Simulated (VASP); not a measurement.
# Be2C (Fm-3m) in VASP: further runs

The runs below take Be2C through single point, relaxation of cell and atoms, with PBE.

Everything below comes from runs of VASP 6.6.1. Logs are shortened: lines on timing, memory, paths and dates and some standing lists are left out, and cuts for length are marked.

**1. The crystal as given**

It takes space group Fm-3m (No. 225, cubic). The conventional cell has a = 4.328 Å, b = 4.328 Å, c = 4.328 Å, α = 90.00°, β = 90.00°, γ = 90.00°. Be (site symmetry -43m) is surrounded by 4 C at 1.87 Å. C (site symmetry m-3m) has 8 Be at 1.87 Å as nearest neighbours.

**2. Single point, PBE**

File INCAR:

```
SYSTEM = Be2C
ALGO = Normal
EDIFF = 1E-6
ENCUT = 520
GGA = PE
ISIF = 2
ISMEAR = 0
LASPH = .TRUE.
LCHARG = .FALSE.
LREAL = .FALSE.
LWAVE = .FALSE.
NBANDS = 11
NELM = 100
PREC = Accurate
SIGMA = 0.02
```

File KPOINTS:

```
k-points
0
G
  12 12 12
  0 0 0
```

File POSCAR:

```
Be2C
1.0
    0.0000000000      2.1642401066      2.1642401066
    2.1642401066      0.0000000000      2.1642401066
    2.1642401066      2.1642401066      0.0000000000
Be C
2 1
Direct
    0.2500000000      0.2500000000      0.2500000000
    0.7500000000      0.7500000000      0.7500000000
    0.0000000000      0.0000000000      0.0000000000
```

Potentials or basis: VASP PAW PBE potentials, release 64 (Be, C).

The run is started by

```sh
cat potpaw_PBE.64/Be/POTCAR potpaw_PBE.64/C/POTCAR > POTCAR
mpirun -np 1 vasp_std > vasp.out
```

OUTCAR:

```text
SYSTEM = Be2C
   EDIFF = 1E-6
   ENCUT = 520
   GGA = PE
   ISIF = 2
   ISMEAR = 0
   LASPH = .TRUE.
   LREAL = .FALSE.
   NELM = 100
   PREC = Accurate

 ion  position               nearest neighbor table
   1  0.250  0.250  0.250-   3 1.87   3 1.87   3 1.87   3 1.87   2 2.16   2 2.16   2 2.16   2 2.16
                             2 2.16   2 2.16
   2  0.750  0.750  0.750-   3 1.87   3 1.87   3 1.87   3 1.87   1 2.16   1 2.16   1 2.16   1 2.16
                             1 2.16   1 2.16
   3  0.000  0.000  0.000-   1 1.87   2 1.87   2 1.87   2 1.87   2 1.87   1 1.87   1 1.87   1 1.87

  LATTYP: Found a face centered cubic cell.
 ALAT       =     4.3284802132

  Lattice vectors:

 A1 = (   0.0000000000,   2.1642401066,   2.1642401066)
 A2 = (   2.1642401066,   0.0000000000,   2.1642401066)
 A3 = (   2.1642401066,   2.1642401066,   0.0000000000)

Analysis of symmetry for initial positions (statically):
=====================================================================
 Subroutine PRICEL returns:
 Original cell was already a primitive cell.

 Routine SETGRP: Setting up the symmetry group for a
 face centered cubic supercell.

 Subroutine GETGRP returns: Found 48 space group operations
 (whereof 48 operations were pure point group operations)
 out of a pool of 48 trial point group operations.

The static configuration has the point symmetry O_h .

Analysis of symmetry for dynamics (positions and initial velocities):
=====================================================================
 Subroutine PRICEL returns:
 Original cell was already a primitive cell.

 Routine SETGRP: Setting up the symmetry group for a
 face centered cubic supercell.

 Subroutine GETGRP returns: Found 48 space group operations
 (whereof 48 operations were pure point group operations)
 out of a pool of 48 trial point group operations.

The dynamic configuration has the point symmetry O_h .

 Subroutine INISYM returns: Found 48 space group operations
 (whereof 48 operations are pure point group operations),
 and found     1 'primitive' translations

----------------------------------------------------------------------------------------

                                     Primitive cell

  volume of cell :      20.2743

  direct lattice vectors                    reciprocal lattice vectors
     0.000000000  2.164240107  2.164240107    -0.231027971  0.231027971  0.231027971
     2.164240107  0.000000000  2.164240107     0.231027971 -0.231027971  0.231027971
     2.164240107  2.164240107  0.000000000     0.231027971  0.231027971 -0.231027971

  length of vectors
     3.060697711  3.060697711  3.060697711     0.400152183  0.400152183  0.400152183

  position of ions in fractional coordinates (direct lattice)
     0.250000000  0.250000000  0.250000000
     0.750000000  0.750000000  0.750000000
     0.000000000  0.000000000  0.000000000

  ion indices of the primitive-cell ions
   primitive index   ion index
                 1           1
                 2           2
                 3           3

----------------------------------------------------------------------------------------

 KPOINTS: k-points

Automatic generation of k-mesh.
 Grid dimensions read from file:
 generate k-points for:   12   12   12

 Generating k-lattice:

  Cartesian coordinates                     Fractional coordinates (reciprocal lattice)
    -0.019252331  0.019252331  0.019252331     0.083333333  0.000000000  0.000000000
     0.019252331 -0.019252331  0.019252331     0.000000000  0.083333333  0.000000000
     0.019252331  0.019252331 -0.019252331     0.000000000  0.000000000  0.083333333

  Length of vectors
     0.033346015  0.033346015  0.033346015

  Shift w.r.t. Gamma in fractional coordinates (k-lattice)
     0.000000000  0.000000000  0.000000000

 Subroutine IBZKPT returns following result:
 ===========================================

 Found     72 irreducible k-points:

 Following reciprocal coordinates:
            Coordinates               Weight
  0.000000  0.000000  0.000000      1.000000
  0.083333  0.000000  0.000000      8.000000
  0.166667  0.000000  0.000000      8.000000
  0.250000  0.000000  0.000000      8.000000
  0.333333  0.000000  0.000000      8.000000
  0.416667  0.000000  0.000000      8.000000
[... 16 lines left out ...]
  0.500000  0.166667  0.000000     24.000000
 -0.416667  0.166667  0.000000     24.000000
 [... further k-points ...]
   k-points           NKPTS =     72   k-points in BZ     NKDIM =     72   number of bands    NBANDS=     11
   number of dos      NEDOS =    301   number of ions     NIONS =      3
   total plane-waves  NPLWV =  13824
   dimension x,y,z NGX =    24 NGY =   24 NGZ =   24
   dimension x,y,z NGXF=    48 NGYF=   48 NGZF=   48
   ions per type =               2   1
   NGX,Y,Z   is equivalent  to a cutoff of  13.04, 13.04, 13.04 a.u.
   NGXF,Y,Z  is equivalent  to a cutoff of  26.07, 26.07, 26.07 a.u.
 SYSTEM =  Be2C
   PREC   = accura    normal or accurate (medium, high low for compatibility)
   ISTART =      0    job   : 0-new  1-cont  2-samecut
   ICHARG =      2    charge: 1-file 2-atom 10-const
   ISPIN  =      1    spin polarized calculation?
   LNONCOLLINEAR =      F non collinear calculations
   LSORBIT =      F    spin-orbit coupling
   LASPH  =      T    aspherical Exc in radial PAW
   ENCUT  =  520.0 eV  38.22 Ry    6.18 a.u.   5.69  5.69  5.69*2*pi/ulx,y,z
   NELM   =    100;   NELMIN=  2; NELMDL= -5     # of ELM steps
   EDIFF  = 0.1E-05   stopping-criterion for ELM
   LREAL  =      F    real-space projection
   EDIFFG = 0.1E-04   stopping-criterion for IOM
   NSW    =      0    number of steps for IOM
   IBRION =     -1    ionic relax: 0-MD 1-quasi-New 2-CG
   NFREE  =      0    steps in history (QN), initial steepest desc. (CG)
   ISIF   =      2    stress and relaxation
   ISYM   =      2    0-nonsym 1-usesym 2-fastsym
   POTIM  = 0.5000    time-step for ionic-motion
   TEBEG  =    0.0;   TEEND  =   0.0 temperature during run
   PSTRESS=    0.0 pullay stress
   NELECT =       8.0000    total number of electrons
   NUPDOWN=      -1.0000    fix difference up-down
   EMIN   =  10.00;   EMAX   =-10.00  energy-range for DOS
   EFERMI =   0.00;   METHOD = LEGACY
   ISMEAR =     0;   SIGMA  =   0.02  broadening in eV -4-tet -1-fermi 0-gaus
   EFERMI_NEDOS =   21; number of points for ismear=-14 and -15
   IALGO  =     38    algorithm
   IMIX   =      4    mixing-type and parameters
     AMIX     =   0.40;   BMIX     =  1.00
     AMIX_MAG =   1.60;   BMIX_MAG =  1.00
  volume/ion in A,a.u.               =       6.76        45.61
  Fermi-wavevector in a.u.,A,eV,Ry     =   1.200760  2.269107 19.617200  1.441824
  Thomas-Fermi vector in A             =   2.336587
   LORBIT       =      0    0 simple, 1 ext, 2 COOP (PROOUT), +10 PAW based schemes
   GGA     = PE    functional components
   LHFCALC =     F    Hartree Fock is set to
   AEXX    =    0.0000 exact exchange contribution
   IVDW    =     0    specifies the selected vdW correction
   LEPSILON=     F    determine dielectric tensor
   LRPA    =     F    only Hartree local field effects (RPA)
 non-spin polarized calculation
 Gauss-broadening in eV      SIGMA  =   0.02
  energy-cutoff  :      520.00
  volume of cell :       20.27
 maximum number of plane-waves:       568
   NGX = 11   NGY = 11   NGZ = 11

 number of electron       8.0000000 magnetization

 Free energy of the ion-electron system (eV)
  ---------------------------------------------------
  ext. energy  EPLUGINS =         0.00000000
  ---------------------------------------------------
  free energy    TOTEN  =       -17.45577127 eV

  energy without entropy =      -17.45577127  energy(sigma->0) =      -17.45577127

 E-fermi :   7.8408     XC(G=0): -11.4405

 val. band max:        7.7342198500   @ k =   0.0000   0.0000   0.0000
 cond. band min:       8.8918638768   @ k =   0.5000   0.5000   0.0000
 fundamental gap:      1.1576440268
 Fermi energy:         7.8408440653

 k-point     1 :       0.0000    0.0000    0.0000
  band No.  band energies     occupation
      1      -7.3093      2.00000
      2       7.7342      2.00000
      3       7.7342      2.00000
      4       7.7342      2.00000
      5      11.8627      0.00000
      6      11.8627      0.00000
      7      11.8627      0.00000
      8      14.4904      0.00000
      9      20.9068      0.00000
     10      20.9068      0.00000
     11      20.9068      0.00000

 k-point     2 :       0.0833    0.0000    0.0000
  band No.  band energies     occupation
      1      -7.1983      2.00000
      2       6.7551      2.00000
      3       7.5139      2.00000
      4       7.5139      2.00000
      5      12.1844      0.00000
      6      12.1844      0.00000
      7      12.5006      0.00000
      8      14.7545      0.00000
      9      20.0896      0.00000
     10      20.0896      0.00000
     11      21.1742      0.00000

 k-point     3 :       0.1667    0.0000    0.0000
  band No.  band energies     occupation
      1      -6.8682      2.00000
      2       4.8755      2.00000
      3       7.0424      2.00000
      4       7.0424      2.00000
      5      12.8340      0.00000
      6      12.8340      0.00000
      7      13.3410      0.00000
      8      15.5050      0.00000
      9      19.1083      0.00000
     10      19.1083      0.00000
     11      21.9432      0.00000
[... 267 lines left out ...]
 k-point    23 :       0.5000    0.1667    0.0000
  band No.  band energies     occupation
      1      -4.3486      2.00000
      2      -0.3014      2.00000
      3       4.4719      2.00000
      4       4.8700      2.00000
      5      12.1866      0.00000
      6      14.7942      0.00000
      7      16.1339      0.00000
      8      17.4611      0.00000
      9      20.6092      0.00000
     10      22.4420      0.00000
     11      24.8909      0.00000

 k-point    24 :      -0.4167    0.1667    0.0000
  band No.  band energies     occupation
      1      -4.2113      2.00000
      2      -0.5161      2.00000
      3       4.1016      2.00000
      4       5.1961      2.00000
      5      12.4614      0.00000
      6      14.4995      0.00000
      7      16.0799      0.00000
      8      18.4785      0.00000
      9      20.6886      0.00000
     10      21.0087      0.00000
     11      24.7259      0.00000

 [... further k-points ...]

------------------------ aborting loop because EDIFF is reached ----------------------------------------

  FORCE on cell =-STRESS in cart. coord.  units (eV):
  Direction    XX          YY          ZZ          XY          YZ          ZX
  --------------------------------------------------------------------------------------
  -------------------------------------------------------------------------------------
  Total        0.0486878      0.0486878      0.0486878     -0.0000000      0.0000000     -0.0000000
  in kB        3.8475507      3.8475507      3.8475507     -0.0000000      0.0000000     -0.0000000
  external PRESSURE =       3.8475507 kB  Pullay stress =       0.0000000 kB

 VOLUME and BASIS-vectors are now :
 -----------------------------------------------------------------------------
  energy-cutoff  :      520.00
  volume of cell :       20.27
      direct lattice vectors                 reciprocal lattice vectors
     0.000000000  2.164240107  2.164240107    -0.231027971  0.231027971  0.231027971
     2.164240107  0.000000000  2.164240107     0.231027971 -0.231027971  0.231027971
     2.164240107  2.164240107  0.000000000     0.231027971  0.231027971 -0.231027971

 POSITION                                       TOTAL-FORCE (eV/Angst)
 -----------------------------------------------------------------------------------
      1.08212      1.08212      1.08212         0.000000      0.000000      0.000000
      3.24636      3.24636      3.24636        -0.000000     -0.000000     -0.000000
      0.00000      0.00000      0.00000        -0.000000     -0.000000     -0.000000
 -----------------------------------------------------------------------------------
    total drift:                               -0.000000     -0.000000      0.000000

  FREE ENERGIE OF THE ION-ELECTRON SYSTEM (eV)
  ---------------------------------------------------
  free  energy   TOTEN  =       -17.4557712725 eV

  energy  without entropy=      -17.4557712725  energy(sigma->0) =      -17.45577127
```

Wall time 6.2 s (1 thread of AMD EPYC 9R45 (Zen 5), shared host); peak memory 0.11 GiB.

Results:

```yaml
Free_energy: -17.4558 eV
Pressure: 0.4 GPa
Band_gap_on_the_k_mesh: 1.16 eV, indirect (least direct gap 4.13 eV)
```

A k mesh can miss the band edges. A hybrid or GW would open this gap; PBE tends to underestimate it.

**3. Relaxation of cell and atoms, PBE**

File INCAR:

```
SYSTEM = Be2C
  ALGO = Normal
  EDIFF = 1E-6
  EDIFFG = -0.005
  ENCUT = 600
  GGA = PE
  IBRION = 2
  ISIF = 3
  ISMEAR = 0
  LASPH = .TRUE.
  LCHARG = .FALSE.
  LREAL = .FALSE.
  LWAVE = .FALSE.
  NELM = 100
  NSW = 100
  PREC = Accurate
  SIGMA = 0.02
```

KPOINTS is that of step 2.

File POSCAR:

```
Be2C
1.0
    0.0000000000      2.1650000000      2.1650000000
    2.1650000000      0.0000000000      2.1650000000
    2.1650000000      2.1650000000      0.0000000000
Be C
2 1
Direct
    0.2500000000      0.2500000000      0.2500000000
    0.7500000000      0.7500000000      0.7500000000
    0.0000000000      0.0000000000      0.0000000000
```

Potentials or basis: VASP PAW PBE potentials, release 64 (Be, C).

The run is started by

```sh
cat potpaw_PBE.64/Be/POTCAR potpaw_PBE.64/C/POTCAR > POTCAR
mpirun -np 1 vasp_std > vasp.out
```

Run time: 5.3 s. Hardware: 1 thread of AMD EPYC 9R45 (Zen 5), shared host; peak memory 0.11 GiB.

The run converged. Its results:

```yaml
Free_energy: -17.4570 eV
Pressure_after_relaxing: 0.0 GPa
Band_gap_on_the_k_mesh: 1.16 eV, indirect (least direct gap 4.13 eV)
```

Final structure:
```
Be C
1.0
     0.00000    2.16500    2.16500
     2.16500    0.00000    2.16500
     2.16500    2.16500    0.00000
Be C
2 1
Direct
  0.25000 0.25000 0.25000
  0.75000 0.75000 0.75000
  0.00000 0.00000 0.00000
```

Levels at points of the mesh, in eV from the valence-band top:
| k point | band 2 | band 3 | band 4 | band 5 | band 6 | band 7 |
| --- | --- | --- | --- | --- | --- | --- |
| (0.00, 0.00, 0.00) | 0.00 | 0.00 | 0.00 | 4.13 | 4.13 | 4.13 |
| (0.50, 0.00, 0.00) | -8.72 | -1.83 | -1.83 | 5.00 | 5.00 | 7.00 |
| (0.50, 0.50, 0.00) | -6.77 | -4.72 | -4.72 | 1.16 | 5.72 | 13.24 |

Caveat: the relaxation stopped at its first step, so nothing moved.
